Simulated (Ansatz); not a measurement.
# MgS (rocksalt): gap against strain (biaxial in x and y, z held)

MgS built on the rocksalt prototype, relaxed with r2SCAN in the plane-wave code Ansatz, then strained (biaxial in x and y, z held; changes of length per length, axes as in the cell below) with the atoms relaxed again within the symmetry that is left. It is cubic, Fm-3m (No. 225); a = 5.203 Å in the conventional setting, 17.61 Å³ an atom. Around Mg lie 6 S at 2.60 Å; around S lie 6 Mg at 2.60 Å. Spin-unpolarised throughout; all numbers are computed.

```xyz
2
Lattice="0.0000 2.6015 2.6015 2.6015 0.0000 2.6015 2.6015 2.6015 0.0000" Properties=species:S:1:pos:R:3 pbc="T T T"
Mg    0.0000    0.0000    0.0000
S     2.6015    2.6015    2.6015
```

Gaps are the least over each mesh (PBE 8×8×8, r2SCAN 8×8×8, HSE06 6×6×6 when unstrained) and the special points, which keep their unstrained names; stress is the change from the unstrained cell, compression positive.

```csv
strain (%),"gap, PBE (eV)","gap, r2SCAN (eV)","gap, HSE06 (eV)","edges, HSE06","in-plane stress, r2SCAN (GPa)","energy rise, r2SCAN (meV/atom)"
-5.36,2.795,3.462,3.817,Γ → X,+14.86,75.3
-3.73,2.787,3.455,3.806,Γ → X,+9.29,34.3
-2.47,2.785,3.455,3.802,Γ → X,+5.66,14.4
-0.33,2.789,3.461,3.803,Γ → X,+0.66,0.2
0.0,2.790,3.463,3.804,Γ → X,0.00,0.0
+0.45,2.750,3.421,3.759,Γ → X,-0.85,0.4
+4.46,2.433,3.096,3.406,Γ → X,-6.57,36.4
```

Between zero and the nearest strains the slope of the HSE06 gap against strain is +0.002 eV per percent for negative and -0.100 for positive strain.

The meshes of the hybrids are coarse, so their gaps aren't converged to the digits shown.
